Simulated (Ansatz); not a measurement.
**MgS: response to a displaced atom**

MgS is deformed so: atom 1 (Mg) moved by (0.069, 0.069, 0.069) Å. What stress and forces result, by LAPW, PAW and all-electron datasets made for the crystal?

Computed with Ansatz 0.2.0 (DFT PBE, scalar-relativistic, unless a step's input says otherwise).

**1. Starting point**

It takes space group Fm-3m (No. 225, cubic). Conventional cell: a = 5.203 Å, b = 5.203 Å, c = 5.203 Å, α = 90.00°, β = 90.00°, γ = 90.00°. Mg (site symmetry m-3m) has 6 S at 2.60 Å as nearest neighbours. S (site symmetry m-3m) has 6 Mg at 2.60 Å as nearest neighbours.

Structure file:

```cif
data_structure
_symmetry_space_group_name_H-M 'Fm-3m'
_symmetry_Int_Tables_number 225
_cell_length_a 5.2033
_cell_length_b 5.2033
_cell_length_c 5.2033
_cell_angle_alpha 90.000
_cell_angle_beta 90.000
_cell_angle_gamma 90.000
_cell_volume 140.88
loop_
_atom_site_label
_atom_site_type_symbol
_atom_site_symmetry_multiplicity
_atom_site_Wyckoff_symbol
_atom_site_fract_x
_atom_site_fract_y
_atom_site_fract_z
_atom_site_occupancy
Mg1 Mg 4 a 0.00000 0.00000 0.00000 1
S1 S 4 b 0.50000 0.00000 0.00000 1
```

The file gives the conventional cell by its symmetry; the runs use the cell typed in the input.

Atoms are numbered in the order of the input: Mg1, S2.

**2. After the deformation**

Space group Fm-3m before, R3m after.

**3. LAPW, all electrons**

Input file input.yaml:

```yaml
crystal:
  lattice:
    - [0.0, 2.60165, 2.60165]
    - [2.60165, 0.0, 2.60165]
    - [2.60165, 2.60165, 0.0]
  atoms:
    - { symbol: Mg, position: [0.0133150116, 0.0133150116, 0.0133150116] }
    - { symbol: S, position: [0.5, 0.5, 0.5] }
kpoints:
  mp_grid: { grid: [10, 10, 10] }
scf:
  occupations: { method: fermi_dirac, width: 0.03 }
hamiltonian:
  xc: pbe
  pseudopotentials: { kind: all_electron, lapw: { basis_error: 0.00025 } }
output:
  forces: true
  stress: true
  eigenvalues: true
```

On the command line:

```sh
> ansatz run input.yaml --threads 1 --pin off --max-ram 2048MiB --backend cpu --events-out ev --progress --plain --runs-dir out
```

Standard output, shortened:

```text
LAPW: plane waves up to 7.754 Å⁻¹, error target 2.5e-4 eV per atom; small_component_spin mean_spin; Mg in spheres of 1.298 Å, 10 of its electrons in bands, Dirac shells []; S in spheres of 1.237 Å, 14 of its electrons in bands, Dirac shells []
[...]
Pseudopotentials: kind: all_electron
Pseudopotential: Mg, LAPW, valence charge 10, Koelling and Harmon's equation, gaussian nucleus
Pseudopotential: S, LAPW, valence charge 14, Koelling and Harmon's equation, gaussian nucleus
Functional definition: PBE
[...]
Crystal: 2 atoms, lattice volume = 35.219 Å³
Basis set: ecut = 229.06158101847524 eV, 283 PW (Γ), exchange–correlation at level 2
Bands: 16, of which v1, the nominal top of the filled ones, is band 12 counted from 1 (11 counted from 0)
Symmetry: 6 space group operations
Space group: R3m (ITA 160), of the structure as read, at distance tolerance 3.3e-5 Å
k-points: 116 of 1000 (time reversal used)
[...]
SCF iter   1: F=—  HF=-16317.324749 eV  |F-HF|=—  |Δ(HF+E_count)|=         —  Δρ=4.11e-2  dr2=1.05e0  ethr=4.38e-3  ⟨swp⟩=2.0  Hψ=13002  notcnv=0
[...]
the basis was enlarged: its passes take 795.5 KiB over the memory plan, 1 of 1 planned eigensolver slots
[...]
SCF iter   7: F=-16316.922225 eV  HF=-16316.922225 eV  |F-HF|=4.71e-10  |Δ(HF+E_count)|=   5.23e-8  Δρ=1.62e-6  dr2=8.83e-10  ethr=6.23e-10  ⟨swp⟩=3.0  Hψ=5451  notcnv=0
[...]
SCF converged after 7 iterations
Free energy (F): -16316.922225 eV
[...]
E sigma→0 (E₀):  -16316.922225 eV
Fermi energy:    8.104771 eV
[...]
--- Forces (eV/Å), atoms counted from 1 ---
  atom   1  Mg    -0.19448091    -0.19448091    -0.19448091
  atom   2  S      0.19448495     0.19448495     0.19448495
[...]
--- Stress (GPa, compression-positive) ---
        1.626594      -0.071705      -0.071705
       -0.071705       1.626594      -0.071705
       -0.071705      -0.071705       1.626594
  P = ⅓ Tr σ = 1.6266 GPa (16.266 kbar)
--- Band table (eV; the first three rows and the last of 116) ---
  k-point 0: bands = ["-197.0669", "-141.8309", "-141.8309", "-141.8307", "-68.0036", "-34.7584", "-34.7560", "-34.7560", "-5.9665", "6.6842", "6.6842", "6.7084", "10.4155", "14.6160", "14.6160", "14.6368"]
[...]
```

Run time: 25 s. Hardware: 1 thread of Intel Xeon Platinum 8259CL at 2.50GHz (Skylake/Cascade Lake), shared host.

Result: pressure 1.63 GPa; gap on the k mesh 2.78 eV; largest force 0.337 eV/Å.

**4. Frozen-core PAW**

Changes to input.yaml since step 3:

```diff
@@ -14,3 +14,3 @@
   xc: pbe
-  pseudopotentials: { kind: all_electron, lapw: { basis_error: 0.00025 } }
+  pseudopotentials: { kind: paw }
 output:
@@ -19 +19,2 @@
   eigenvalues: true
+  efg: { contact_densities: true }
```

On the command line:

```sh
> ansatz run input.yaml --threads 1 --pin off --max-ram 2048MiB --backend cpu --events-out ev --progress --plain --runs-dir out
```

Standard output, shortened:

```text
[...]
Pseudopotentials: kind: paw
Pseudopotential: Mg, paw, valence charge 10, recommended cutoff 420 eV (normal)
Pseudopotential: S, paw, valence charge 6, recommended cutoff 420 eV (normal)
Functional definition: PBE
[...]
Crystal: 2 atoms, lattice volume = 35.219 Å³
Basis set: ecut = 420 eV, 701 PW (Γ), exchange–correlation on 50×50×50 points (8 copies of the dense FFT grid, shifted against one another)
Bands: 12, of which v1, the nominal top of the filled ones, is band 8 counted from 1 (7 counted from 0)
Symmetry: 6 space group operations
Space group: R3m (ITA 160), of the structure as read, at distance tolerance 3.3e-5 Å
k-points: 116 of 1000 (time reversal used)
[...]
SCF iter   1: F=—  HF=-2828.727037 eV  |F-HF|=—  |Δ(HF+E_count)|=         —  Δρ=4.66e-4  dr2=5.70e-5  ethr=1.77e-3  ⟨swp⟩=6.7  Hψ=8452  notcnv=0
[...]
Fermi energy:    7.792265 eV
[...]
--- Forces (eV/Å), atoms counted from 1 ---
  atom   1  Mg    -0.19362669    -0.19362669    -0.19362669
  atom   2  S      0.19363383     0.19363383     0.19363383
[...]
--- Stress (GPa, compression-positive) ---
        1.638153      -0.071464      -0.071464
       -0.071464       1.638153      -0.071464
       -0.071464      -0.071464       1.638153
  P = ⅓ Tr σ = 1.6382 GPa (16.382 kbar)
--- PAW observables at the nuclei: V_zz in 10²¹ V/m², potentials from the cell's mean, atoms counted from 1 ---
  atom   1  Mg V_zz =    +0.116055   η = 0.0000   by run symmetry: allowed
            electrostatic potential = -1100.999781 V   contact ρ = 7796.703318 e/Å³
  atom   2  S  V_zz =    -0.015894   η = 0.0000   by run symmetry: allowed
            electrostatic potential = -1633.462178 V   contact ρ = 19763.862746 e/Å³
--- Band table (eV; the first three rows and the last of 116) ---
  k-point 0: bands = ["-68.3174", "-35.0707", "-35.0682", "-35.0682", "-6.2818", "6.3700", "6.3700", "6.3942", "10.1056", "14.2983", "14.2983", "14.3194"]
[...]
```

Wall time 5.5 s (1 thread of Intel Xeon Platinum 8259CL at 2.50GHz (Skylake/Cascade Lake), shared host).

Read from it: pressure 1.64 GPa; gap on the k mesh 2.79 eV; largest force 0.335 eV/Å; Vzz Mg1 0.12 (η = 0.00), S2 -0.02 (η = 0.00) (10²¹ V/m²).

**5. Datasets made for this crystal**

Changes to input.yaml since step 4:

```diff
@@ -14,3 +14,3 @@
   xc: pbe
-  pseudopotentials: { kind: paw }
+  pseudopotentials: { kind: all_electron, datasets: crystal }
 output:
```

On the command line:

```sh
> ansatz run input.yaml --threads 1 --pin off --max-ram 2048MiB --backend cpu --events-out ev --progress --plain --runs-dir out
```

Standard output:

```text
hamiltonian.pseudopotentials.datasets: crystal makes datasets for this crystal and solves the spheres of its atoms anew in each pass: cutoff 200.0 eV, the density's 1000.0 eV; for an error of 0.50 meV an atom under PBE, 1.0 meV for the cell; an energy difference from a run of another recipe may be off by several times the error for the cell, under r2SCAN by more, where some 0.1 meV an atom stays at smaller errors; Mg in spheres of 1.154 Å, 2 of its electrons in bands, 8 on its site; S in spheres of 1.376 Å, 6 of its electrons in bands; only band paths and densities of states list, in semicore columns, the levels of the semicore shells that are solved separately: 2s of Mg, 2p of Mg
Engine: ansatz 0.2.0
Pseudopotentials: kind: all_electron
Pseudopotential: Mg, paw, valence charge 10, recommended cutoff 200 eV (normal), Koelling and Harmon's equation, gaussian nucleus
Pseudopotential: S, paw, valence charge 6, recommended cutoff 200 eV (normal), Koelling and Harmon's equation, gaussian nucleus
Functional definition: PBE
  parameter kappa = 0.804
  parameter beta = 0.06672455060314922
  exchange = pbe_x(kappa = kappa, mu = beta*pi^2/3)
  correlation = pbe_c(beta = beta)
Crystal: 2 atoms, lattice volume = 35.219 Å³
Basis set: ecut = 200 eV, 259 PW (Γ), exchange–correlation on 40×40×40 points (8 copies of the dense FFT grid, shifted against one another)
Bands: 8, of which v1, the nominal top of the filled ones, is band 4 counted from 1 (3 counted from 0)
Symmetry: 6 space group operations
Space group: R3m (ITA 160), of the structure as read, at distance tolerance 3.3e-5 Å
k-points: 116 of 1000 (time reversal used)
Non-local potential: Mg, projectors of the file, l = 0: 1, l = 1: 1
Non-local potential: S, projectors of the file, l = 0: 1, l = 1: 1, l = 2: 2
PAW form: soft (Blöchl's): semilocal exchange-correlation on the pseudo side does not see the compensation charge
PAW one-centre angular grid: Mg, 110 points (default); XC on its mesh's 1957 points in the sphere
PAW one-centre angular grid: S, 110 points (default); XC on its mesh's 1989 points in the sphere
Initial density: superposition of atomic densities (neutral atoms: chi_scale 0, normalization atom)
Initial wavefunctions: pseudopotential atomic-orbital guess
Functional: x = pbe(κ = 0.804, μ = 0.2195149727645171), c = pbe(β = 0.06672455060314922)
iter 1 solved again at ethr=1.58e-2 eV; its pass at ethr=1.00e-1 eV (dr2=1.27e0 eV) is discarded
SCF iter   1: F=—  HF=-16317.262478 eV  |F-HF|=—  |Δ(HF+E_count)|=         —  Δρ=4.35e-2  dr2=1.25e0  ethr=1.58e-2  ⟨swp⟩=2.1  Hψ=5662  notcnv=0
preconditioner: auto → none  [insulator: Δε(μ)=3.670 eV  Ē_g=12.205 eV  σ=0.030 eV  W_gap=1.00  n_scr=8 (ndim 8)  ℏωp=17.7 eV  f_vac=0.000  D(μ)=0.00/eV (n_scr^D=0)  ε∞_Penn≈3.1]
iter 2 solved again at ethr=6.26e-4 eV; its pass at ethr=1.56e-2 eV (dr2=5.01e-2 eV) is discarded
SCF iter   2: F=—  HF=-16316.906451 eV  |F-HF|=—  |Δ(HF+E_count)|=   3.56e-1  Δρ=1.46e-2  dr2=5.05e-2  ethr=6.26e-4  ⟨swp⟩=2.5  Hψ=4763  notcnv=0  defer=9
SCF iter   3: F=—  HF=-16316.917422 eV  |F-HF|=—  |Δ(HF+E_count)|=   1.10e-2  Δρ=5.83e-3  dr2=8.87e-3  ethr=6.26e-4  ⟨swp⟩=2.0  Hψ=1857  notcnv=0  defer=1
SCF iter   4: F=—  HF=-16316.921928 eV  |F-HF|=—  |Δ(HF+E_count)|=   4.51e-3  Δρ=5.31e-4  dr2=1.27e-4  ethr=1.11e-4  ⟨swp⟩=2.8  Hψ=1983  notcnv=0  defer=4
SCF iter   5: F=—  HF=-16316.922262 eV  |F-HF|=—  |Δ(HF+E_count)|=   3.33e-4  Δρ=1.81e-4  dr2=1.49e-5  ethr=1.58e-6  ⟨swp⟩=3.0  Hψ=2472  notcnv=0  defer=3
SCF iter   6: F=—  HF=-16316.922266 eV  |F-HF|=—  |Δ(HF+E_count)|=   4.72e-6  Δρ=4.79e-5  dr2=1.11e-6  ethr=1.86e-7  ⟨swp⟩=3.0  Hψ=1617  notcnv=0  defer=3
SCF iter   7: F=—  HF=-16316.922266 eV  |F-HF|=—  |Δ(HF+E_count)|=   3.18e-7  Δρ=7.80e-6  dr2=1.43e-8  ethr=1.39e-8  ⟨swp⟩=3.0  Hψ=1761  notcnv=0  defer=3
SCF iter   8: F=-16316.922266 eV  HF=-16316.922266 eV  |F-HF|=1.30e-9  |Δ(HF+E_count)|=   5.69e-8  Δρ=2.39e-6  dr2=2.75e-9  ethr=1.78e-10  ⟨swp⟩=3.0  Hψ=1865  notcnv=0  defer=2
SCF 1 converged in 8 iterations: F = -16316.922266 eV  dr2 = 2.75e-9
  Residual-converged pass: ⟨swp⟩=2.0  Hψ=1206  notcnv=0  max |occ|·‖R‖ = 5.2e-6 eV (tolerance 5.3e-6 eV)  dr2=2.78e-9  dr2_onsite=9.54e-10  max |Δocc| = 0.0e0
SCF converged after 8 iterations
Free energy (F): -16316.922266 eV
Harris-Foulkes:  -16316.922266 eV  (|F-HF|=1.30e-9)
Internal energy: -16316.922266 eV  (E = F + TS)
E sigma→0 (E₀):  -16316.922266 eV
Past the cutoff: the bands carry plane waves up to 1.75 times it, of which those up to 1.5 times it add -0.000049 eV an atom, each by itself; the spheres take 0.000057 eV an atom off the energy for waves past 1.75 times it
By the cutoff:   a pressure is off by up to 0.005 GPa (1.2 times the spheres' own share and the shells' term, over an atom's volume, and 0.004 GPa: a bound that held against runs at twice the plane waves)
Past the cutoffs: a stress includes 0.0013 GPa for waves and charges beyond them, in addition to the slope of what the spheres take
In the spheres:  the bands' charges fall short by 7.5e-7 e at most (sound up to 1e-3), those of shells solved beside the bands by 2.5e-7 e (sound up to 5e-4)
Fermi energy:    8.104764 eV
--- Per-component energies (eV) ---
  The terms above E_closure are by the made datasets' own strengths, without shells solved beside the bands.
--- Forces (eV/Å), atoms counted from 1 ---
  atom   1  Mg    -0.19442776    -0.19442776    -0.19442776
  atom   2  S      0.19442802     0.19442802     0.19442802
  max |Σ_I F_I| component: 2.62e-7 eV/Å
--- Stress (GPa, compression-positive) ---
        1.625818      -0.071700      -0.071700
       -0.071700       1.625818      -0.071700
       -0.071700      -0.071700       1.625818
  P = ⅓ Tr σ = 1.6258 GPa (16.258 kbar)
  It holds what live shells' own plane waves past their cutoff add
--- PAW observables at the nuclei: V_zz in 10²¹ V/m², potentials from the cell's mean, atoms counted from 1 ---
  atom   1  Mg V_zz =    +0.119322   η = 0.0000   by run symmetry: allowed
            electrostatic potential = -1100.997707 V   contact ρ = 7801.090817 e/Å³
  atom   2  S  V_zz =    -0.015427   η = 0.0000   by run symmetry: allowed
            electrostatic potential = -1633.258513 V   contact ρ = 19781.962697 e/Å³
--- Band table (eV; the first three rows and the last of 116) ---
  k-point 0: bands = ["-5.9665", "6.6841", "6.6841", "6.7084", "10.4156", "14.6160"]
  k-point 1: bands = ["-5.8687", "5.9655", "6.6179", "6.6412", "10.9944", "14.3554"]
  k-point 2: bands = ["-5.5929", "4.5910", "6.4566", "6.4801", "11.6362", "14.4741"]
  k-point 115: bands = ["-4.6601", "1.8884", "6.0982", "6.0982", "11.2580", "13.5952"]
```

Run time: 12 s. Hardware: 1 thread of Intel Xeon Platinum 8259CL at 2.50GHz (Skylake/Cascade Lake), shared host.

In short: pressure 1.63 GPa; gap on the k mesh 2.78 eV; largest force 0.337 eV/Å; Vzz Mg1 0.12 (η = 0.00), S2 -0.02 (η = 0.00) (10²¹ V/m²).

**6. Side by side**

Stress (GPa, compression positive):

| method | xx | yy | zz | yz | xz | xy |
| --- | --- | --- | --- | --- | --- | --- |
| LAPW | 1.63 | 1.63 | 1.63 | -0.07 | -0.07 | -0.07 |
| PAW | 1.64 | 1.64 | 1.64 | -0.07 | -0.07 | -0.07 |
| crystal datasets | 1.63 | 1.63 | 1.63 | -0.07 | -0.07 | -0.07 |

Forces (eV/Å):

| atom | LAPW x | LAPW y | LAPW z | PAW x | PAW y | PAW z | crystal datasets x | crystal datasets y | crystal datasets z |
| --- | --- | --- | --- | --- | --- | --- | --- | --- | --- |
| Mg1 | -0.194 | -0.194 | -0.194 | -0.194 | -0.194 | -0.194 | -0.194 | -0.194 | -0.194 |
| S2 | 0.194 | 0.194 | 0.194 | 0.194 | 0.194 | 0.194 | 0.194 | 0.194 | 0.194 |

| method | pressure (GPa) | gap on the k mesh (eV) | largest force (eV/Å) | Vzz Mg1 (10²¹ V/m²) | Vzz S2 (10²¹ V/m²) | SCF cycles, all passes | time |
| --- | --- | --- | --- | --- | --- | --- | --- |
| LAPW | 1.63 | 2.78 | 0.337 | – | – | 7 | 25 s |
| PAW | 1.64 | 2.79 | 0.335 | 0.12 | -0.02 | 6 | 5.5 s |
| crystal datasets | 1.63 | 2.78 | 0.337 | 0.12 | -0.02 | 8 | 12 s |

**7. Outcome**

```
                                 quantity                                           value
                                 pressure  LAPW 1.63, PAW 1.64, crystal datasets 1.63 GPa
largest shear or deviatoric stress (LAPW)                                        0.07 GPa
              force on Mg1 along the move                                     -0.337 eV/Å
```

What this shows: The force on Mg1 points against the move, a stiffness of 2.81 eV/Å² with all periodic images moving together. No run of the undeformed cell stands beside it, so the pressure holds what the given cell had before the change. PAW: stress within 0.01 GPa of LAPW, forces within 1 meV/Å. Crystal datasets: stress within 0.01 GPa of LAPW, forces within 1 meV/Å.
